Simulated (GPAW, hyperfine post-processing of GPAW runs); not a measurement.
# Reading the 43Ca spectrum of CaMnSe2

Calculated values: DFT, revPBE+U, plane-wave PAW, GPAW setups, collinear spin, scalar-relativistic (GPAW), contact and point-dipole shifts scaled to 320 K with Θ = 0 K (a pure Curie law); spin-only moments, above the ordering temperature.

```
Se Mn Ca
1.0
    -4.04453    7.00533    0.00000
    -4.04453    0.00000    0.00000
    -2.02227    1.16756    6.52831
Se Mn Ca
4 2 2
Direct
  0.12094 0.24189 0.27433
  0.62094 0.24189 0.27433
  0.37906 0.75811 0.72567
  0.87906 0.75811 0.72567
  0.25000 0.50000 0.50000
  0.75000 0.50000 0.50000
  0.00000 0.00000 0.00000
  0.50000 0.00000 0.00000
```

43Ca MAS at 7.05 T (20.2 MHz), 20 kHz, 320 K; contact and dipolar shift alone, no orbital or quadrupolar part; lines under 1.5 % of the strongest are left out. NMR lines, with heights relative to the strongest:

| position (ppm) | intensity |
| --- | --- |
| 14464.5 | 2.3 |
| 15453.3 | 31 |
| 16442.2 | 100 |
| 17431.0 | 18 |
| 18419.8 | 7.8 |

Q: Find the isotropic shifts among the lines and assign them to the Ca sites.

Sidebands are spaced by 989 ppm (the spinning rate over the resonance of 20.2 MHz). An isotropic line need not be the tallest: it is the area-weighted centre of its own family of sidebands, and the one that stays put when the rate is changed. Isotropic shifts: 16442 ppm for atom 7 and the 1 atom equivalent to it (12 Mn through links of 89° (12) and 175° (6)), reduced anisotropy 1760 ppm.

[Logs are printed without paths, hosts, clocks, repeated set-up lines and the standing remarks that a program may print on its own settings, such as how far it seeks lower states.]

[Hosts, paths, dates, database ids (printed as entryN), source tags and the programs' standing remarks are cut or masked in the printed files.]
